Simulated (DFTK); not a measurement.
# Zn (P6_3/mmc) in DFTK: notebook

The runs below take Zn through equation of state, single point, with r2SCAN.

Program: DFTK 0.8.2. These are calculated values, not measurements. Logs are shortened: lines on timing, memory, paths and dates and some standing lists are left out, and cuts for length are marked.

## (1) Starting point

The structure is hexagonal, space group P6_3/mmc (No. 194). The conventional cell has a = 2.670 Å, b = 2.670 Å, c = 4.966 Å, α = 90.00°, β = 90.00°, γ = 120.00°. Around Zn (site symmetry -6m2) lie 12 Zn at 2.67 to 2.92 Å.

## (2) Equation of state, r2SCAN

The input, run.jl:

```julia
using DFTK
using PseudoPotentialData
using Unitful, UnitfulAtomic
using LinearAlgebra, Printf
using AtomsBase
include("save.jl")
disable_threading()

cell = [[2.67, 0.0, 0.0],
        [-1.335, 2.3122878281, 0.0],
        [0.0, 0.0, 4.966]]u"Å"
system = periodic_system([:Zn => [0.6666666667, 0.3333333333, 0.75],
                          :Zn => [0.3333333333, 0.6666666667, 0.25]],
                         cell; fractional=true)
lattice   = austrip.(hcat(cell_vectors(system)...))
symbols   = atomic_symbol(system, :) .|> Symbol
positions = [lattice \ austrip.(position(system, i)) for i in 1:length(system)]
pseudopotentials = Dict(:Zn => "Zn.upf")
elements = Dict(s => ElementPsp(s, pseudopotentials; rcut=10.0) for s in unique(symbols))
atoms    = [elements[s] for s in symbols]

build_model(lattice, positions; symmetries=true) =
    model_DFT(lattice, atoms, positions;
              functionals=r2SCAN(),
              temperature=austrip(0.05u"eV"),
              smearing=Smearing.FermiDirac(),
              symmetries)
Ecut  = 45.0  # hartree
kgrid = [7, 7, 4]
tol   = 1e-6
to_GPa = ustrip(uconvert(u"GPa", 1u"hartree/bohr^3"))

results["points"] = []
for scale in [0.94, 0.96, 0.98, 1.0, 1.02, 1.04, 1.06]
    println("\n=== scale = ", scale)
    model = build_model(cbrt(scale) * lattice, positions)
    basis = PlaneWaveBasis(model; Ecut, kgrid)
    t0 = time()
    scfres = self_consistent_field(basis;
                                   tol,
                                   nbandsalg=AdaptiveBands(model; n_bands_converge=25),
                                   solver=ScfAndersonSolver())
    seconds = time() - t0
    @printf "SCF: %d iterations, %.1f s\n" scfres.n_iter seconds
    forces = compute_forces_cart(scfres)
    stress = compute_stresses_cart(scfres)
    @printf "V = %.5f Å^3  F = %.8f Ha  max force = %.5f eV/Å  p = %.4f GPa\n" ustrip(auconvert(u"Å^3", model.unit_cell_volume)) scfres.energies.total ustrip(auconvert(u"eV/Å", maximum(norm, forces))) (-tr(stress) / 3 * to_GPa)
    push!(results["points"], save_scf!(scfres; forces, stress, d=Dict{String,Any}("seconds" => seconds, "n_matvec" => get(scfres, :n_matvec, 0))))
end

# third-order Birch-Murnaghan fit in x = V^(-2/3)
V = [0.94, 0.96, 0.98, 1.0, 1.02, 1.04, 1.06] * abs(det(lattice))
E = [p["total"] for p in results["points"]]
x = V .^ (-2 / 3)
c = [x .^ 0 x x .^ 2 x .^ 3] \ E
Δ = c[3]^2 - 3c[2] * c[4]
if Δ > 0
    x0 = (-c[3] + sqrt(Δ)) / 3c[4]
    B0 = 4 / 9 * x0^(7 / 2) * (2c[3] + 6c[4] * x0)
    @printf "V0 = %.4f Å^3  B0 = %.2f GPa\n" ustrip(auconvert(u"Å^3", x0^(-3 / 2))) B0 * to_GPa
end
```

Potentials or basis: SG15 1.2 (PBE).

Command:

```
$ julia --threads=1 run.jl  # save.jl only writes the numbers to a file and isn't shown; printed stress counts tension as positive; times include loading and compiling
```

The log of the run:

```text
=== scale = 0.94
n     Energy            log10(ΔE)   log10(Δρ)   log10(Δτ)   Diag   Δtime
---   ---------------   ---------   ---------   ---------   ----   ------
  1   -400.3978836276                   -1.02        1.60    5.7    21.8s
  2   -400.4061350450       -2.08       -1.47        1.10    1.0    10.9s
  3   -400.4089650962       -2.55       -1.24       -0.34    3.2    15.2s
  4   -400.4090604755       -4.02       -1.27       -0.37    1.0    10.2s
  5   -400.4100745654       -2.99       -1.90       -1.25    1.7    12.3s
  6   -400.4100235337   +   -4.29       -1.90       -0.95    2.0    18.9s
  7   -400.4100903702       -4.17       -2.53       -1.72    1.0    11.9s
  8   -400.4100958775       -5.26       -3.37       -2.39    2.0    14.8s
  9   -400.4100960748       -6.71       -3.99       -3.10    2.6    14.4s
 10   -400.4100960821       -8.13       -3.97       -3.01    2.6    16.1s
[... 94 further cycles ...]
  8   -400.4068079790       -4.87       -3.05       -2.06    2.0    19.9s
  9   -400.4068084227       -6.35       -3.35       -2.39    1.5    17.1s
 10   -400.4068085460       -6.91       -3.66       -2.70    2.0    19.1s
┌ Warning: Eigensolver not converged
│   n_iter =
│    24-element Vector{Int64}:
│     1
│     1
│     1
│     1
│     ⋮
│     1
│     1
│     1
└ @ DFTK self_consistent_field.jl:103
 11   -400.4068085652       -7.72       -4.22       -3.26    1.2    15.9s
 12   -400.4068085679       -8.56       -4.44       -3.50    2.4    18.2s
 13   -400.4068085682       -9.56       -4.64       -3.69    1.1    14.3s
 14   -400.4068085684       -9.66       -5.44       -4.57    1.4    15.3s
 15   -400.4068085684      -10.74       -5.62       -4.71    3.3    21.3s
 16   -400.4068085684      -11.97       -5.87       -4.93    1.0    16.5s
 17   -400.4068085684      -12.01       -7.35       -6.68    1.9    16.6s
SCF: 17 iterations, 312.8 s
V = 32.49868 Å^3  F = -400.40680857 Ha  max force = 0.00001 eV/Å  p = -7.5041 GPa
V0 = 29.0413 Å^3  B0 = 86.28 GPa
```

Wall time 51 min (1 thread of AMD EPYC 7R43 (Zen 3), shared host); peak memory 1.8 GiB.

Results:

| Item | Value |
| --- | --- |
| Equilibrium volume | 14.52 Å³/atom |
| Bulk modulus at fixed shape and positions | 86 GPa |
| Pressure derivative of the bulk modulus | 4.6 (rough: it moves with the points fitted) |

Energy against volume, from the lowest point:
| volume (Å³/atom) | energy (meV/atom) |
| --- | --- |
| 14.410 | 0.00 |
| 14.716 | 0.51 |
| 15.023 | 4.15 |
| 15.330 | 10.73 |
| 15.636 | 19.90 |
| 15.943 | 31.32 |
| 16.249 | 44.73 |

Caveat: the k mesh is coarse (spacing up to 0.39 Å⁻¹), so the values aren't converged; the cell was scaled at fixed shape and fractional positions, which overstates the stiffness of a crystal with free parameters, most of all of layers and chains; the potentials were made for another functional, which shifts forces and pressure.

## (3) Single point, r2SCAN, 14.41 Å³/atom (volume scaled by 0.94)

run.jl is that of step 2.

Potentials or basis: SG15 1.2 (PBE).

Command:

```
$ julia --threads=1 run.jl  # one pass of the loop, scale = 0.94; save.jl only writes the numbers to a file and isn't shown; printed stress counts tension as positive; times include loading and compiling
```

Run time: 3.3 min. Hardware: 1 thread of AMD EPYC 7R43 (Zen 3), shared host.

Results (log left out):

```
Free energy            : -10895.7138 eV
Pressure               : 0.8 GPa
Band gap on the k mesh : none (metal or under the smearing width)
```

Caveat: the k mesh is coarse (spacing up to 0.40 Å⁻¹), so the values aren't converged; the potentials were made for another functional, which shifts forces and pressure.

## (4) Single point, r2SCAN, 14.72 Å³/atom (volume scaled by 0.96)

run.jl is that of step 3.

Command:

```
$ julia --threads=1 run.jl  # one pass of the loop, scale = 0.96; save.jl only writes the numbers to a file and isn't shown; printed stress counts tension as positive; times include loading and compiling
```

Run time: 6.2 min. Hardware: 1 thread of AMD EPYC 7R43 (Zen 3), shared host.

It converged, with:

* Free energy: -10895.7128 eV
* Pressure: -1.1 GPa
* Band gap on the k mesh: none (metal or under the smearing width)

Caveat: the k mesh is coarse (spacing up to 0.39 Å⁻¹), so the values aren't converged; the potentials were made for another functional, which shifts forces and pressure.

## (5) Single point, r2SCAN, 15.02 Å³/atom (volume scaled by 0.98)

run.jl is that of step 4.

Command:

```
$ julia --threads=1 run.jl  # one pass of the loop, scale = 0.98; save.jl only writes the numbers to a file and isn't shown; printed stress counts tension as positive; times include loading and compiling
```

Wall time 5.6 min (1 thread of AMD EPYC 7R43 (Zen 3), shared host).

The run converged. Its results:

* Free energy: -10895.7055 eV
* Pressure: -2.7 GPa
* Band gap on the k mesh: none (metal or under the smearing width)

Caveat: the k mesh is coarse (spacing up to 0.39 Å⁻¹), so the values aren't converged; the potentials were made for another functional, which shifts forces and pressure.

## (6) Single point, r2SCAN, 15.33 Å³/atom

run.jl is that of step 5.

Potentials or basis: SG15 1.2 (PBE).

Command:

```
$ julia --threads=1 run.jl  # one pass of the loop, scale = 1.0; save.jl only writes the numbers to a file and isn't shown; printed stress counts tension as positive; times include loading and compiling
```

Run time: 6.1 min. Hardware: 1 thread of AMD EPYC 7R43 (Zen 3), shared host.

It converged, with:

```
Free energy            : -10895.6923 eV
Pressure               : -4.2 GPa
Band gap on the k mesh : none (metal or under the smearing width)
```

Caveat: the k mesh is coarse (spacing up to 0.39 Å⁻¹), so the values aren't converged; the potentials were made for another functional, which shifts forces and pressure.

## (7) Single point, r2SCAN, 15.64 Å³/atom (volume scaled by 1.02)

run.jl is that of step 6.

Command:

```
$ julia --threads=1 run.jl  # one pass of the loop, scale = 1.02; save.jl only writes the numbers to a file and isn't shown; printed stress counts tension as positive; times include loading and compiling
```

It took 5.6 min on 1 thread of AMD EPYC 7R43 (Zen 3), shared host.

Results (log left out):

```
Free energy            : -10895.6740 eV
Pressure               : -5.4 GPa
Band gap on the k mesh : none (metal or under the smearing width)
```

Caveat: the k mesh is coarse (spacing up to 0.39 Å⁻¹), so the values aren't converged; the potentials were made for another functional, which shifts forces and pressure.

## (8) Single point, r2SCAN, 15.94 Å³/atom (volume scaled by 1.04)

run.jl is that of step 7.

Command:

```
$ julia --threads=1 run.jl  # one pass of the loop, scale = 1.04; save.jl only writes the numbers to a file and isn't shown; printed stress counts tension as positive; times include loading and compiling
```

Run time: 5.6 min. Hardware: 1 thread of AMD EPYC 7R43 (Zen 3), shared host.

The run converged. Its results:

```
Free energy            : -10895.6511 eV
Pressure               : -6.5 GPa
Band gap on the k mesh : none (metal or under the smearing width)
```

Caveat: the k mesh is coarse (spacing up to 0.38 Å⁻¹), so the values aren't converged; the potentials were made for another functional, which shifts forces and pressure.

## (9) Single point, r2SCAN, 16.25 Å³/atom (volume scaled by 1.06)

run.jl is that of step 8.

Potentials or basis: SG15 1.2 (PBE).

Command:

```
$ julia --threads=1 run.jl  # one pass of the loop, scale = 1.06; save.jl only writes the numbers to a file and isn't shown; printed stress counts tension as positive; times include loading and compiling
```

It took 5.2 min on 1 thread of AMD EPYC 7R43 (Zen 3), shared host.

The run converged. Its results:

| Property | Result |
| --- | --- |
| Free energy | -10895.6243 eV |
| Pressure | -7.5 GPa |
| Band gap on the k mesh | none (metal or under the smearing width) |

Caveat: the k mesh is coarse (spacing up to 0.38 Å⁻¹), so the values aren't converged; the potentials were made for another functional, which shifts forces and pressure.
